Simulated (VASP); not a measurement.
Set up this calculation in VASP 6.6.1, as the native input.

| Property | Result |
| --- | --- |
| Task | single point |
| Functional | PBE |
| Potentials or basis | VASP PAW PBE potentials, release 64 (Be, S) |
| Cutoff | 520 eV |
| k mesh | 6 × 6 × 6 |
| Occupations | gaussian, width 0.01 eV |
| Spin | no spin polarisation |
| Dipole correction | no |
| Further INCAR settings | ALGO = Normal; EDIFF = 1e-07; NBANDS = 11 |

The structure of BeS lies in POSCAR:

```
BeS
1.0
    0.0000000000      2.4250000000      2.4250000000
    2.4250000000      0.0000000000      2.4250000000
    2.4250000000      2.4250000000      0.0000000000
Be S
1 1
Direct
    0.0000000000      0.0000000000      0.0000000000
    0.2500000000      0.2500000000      0.2500000000
```

The input as run:

INCAR

```
SYSTEM = BeS
PREC = Accurate
ENCUT = 520
EDIFF = 1E-7
ISMEAR = 0
SIGMA = 0.01
LREAL = .False.
LASPH = .True.
NELM = 100
ALGO = Normal
ISIF = 2
LWAVE = .False.
LCHARG = .False.
GGA = PE
NBANDS = 11
```

KPOINTS

```
regular mesh
0
Gamma
  6 6 6
  0 0 0
```

Potentials or basis: VASP PAW PBE potentials, release 64 (Be, S).

Command:

```sh
$ cat potpaw_PBE.64/Be/POTCAR potpaw_PBE.64/S/POTCAR > POTCAR
$ mpirun -np 1 vasp_std > vasp.out
```

It gave:

```json
{"Pressure": "1.6 GPa", "Band gap on the k mesh": "3.11 eV, indirect (least direct gap 5.67 eV)"}
```

It took 9.5 s on 1 thread of Intel(R) Xeon(R) Platinum 8488C (Sapphire Rapids) (shared host), peak memory 0.14 GiB.
